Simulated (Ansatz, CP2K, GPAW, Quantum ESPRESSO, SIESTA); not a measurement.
MgB2: programs and potentials compared

```
CELL_PARAMETERS angstrom
3.08500 0.00000 0.00000
-1.54250 2.67169 0.00000
0.00000 0.00000 3.52300
ATOMIC_POSITIONS crystal
Mg 0.00000 0.00000 0.00000
B 0.66667 0.33333 0.50000
B 0.33333 0.66667 0.50000
```

Alike in all runs: task band structure; functional LDA; k mesh 10 × 10 × 8; occupations fermi-dirac, width 0.05 eV; no spin polarisation; no spin-orbit coupling. LDA stands for any of its common fits. Pressure is positive in compression and, in plane waves, holds the error of the finite cutoff.

| program and potentials | plane-wave cutoff (eV) | notes | pressure (GPa) |
| --- | --- | --- | --- |
| Quantum ESPRESSO, GBRV 1.5 LDA | 612 | - | -7.15 |
| SIESTA, files PseudoDojo sr-lda-0.4.1-standard, DZP (energy shift 0.003 Ry; two zetas on semicore shells) | - | atomic basis | -2.08 |
| Quantum ESPRESSO, PseudoDojo 0.4.1 SR LDA standard | 1143 | - | ? |
| Ansatz, all-electron LAPW, scalar-relativistic | - | - | -7.47 |
| CP2K, GTH_POTENTIALS Mg GTH-PADE-q10, B GTH-PADE-q3; TZVP-MOLOPT-PBE-GTH basis | - | atomic basis | -6.06 |
| GPAW, the program's PAW data sets (release 1.2.1) made for this functional | 800 | - | -7.63 |

**Question.** Estimate from the other rows what the run with Quantum ESPRESSO, PseudoDojo 0.4.1 SR LDA standard gave.

**Answer.** Pressure -7.25 GPa. The other rows, which needn't bracket it: pressure -7.63 to -2.08.
